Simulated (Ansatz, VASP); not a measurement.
**K in VASP and in Ansatz**

```xyz
1
Lattice="-2.6180 2.5656 2.6180 2.6180 -2.5656 2.6180 2.6180 2.5656 -2.6180" Properties=species:S:1:pos:R:3 pbc="T T T"
K     0.0000    0.0000    0.0000
```

Change from the starting cell: strain -0.0200 x Voigt [0, 1, 0, 0, 0, 0], atoms carried along.

Alike in both runs: task single point; functional PBE; k mesh 14 × 14 × 14; occupations gaussian, width 0.15 eV; no spin polarisation.

|  | VASP | Ansatz |
| --- | --- | --- |
| version | VASP 6.6.1 | Ansatz 0.2.0 |
| potentials or method | VASP PAW PBE potentials, release 64 (K_sv) | scalar-relativistic, plane waves, PAW |
| plane-wave cutoff (eV) | 520 | 420 |
| valence electrons in the cell | 9 | 9 |

|  | VASP | Ansatz | Ansatz less VASP |
| --- | --- | --- | --- |
| gap on the k mesh at the Fermi level (eV) | none | none | - |
| pressure (GPa) | 0.2 | 0.2 | +0.01 |

A gap of «none» marks a metal or a gap that the smearing closes.
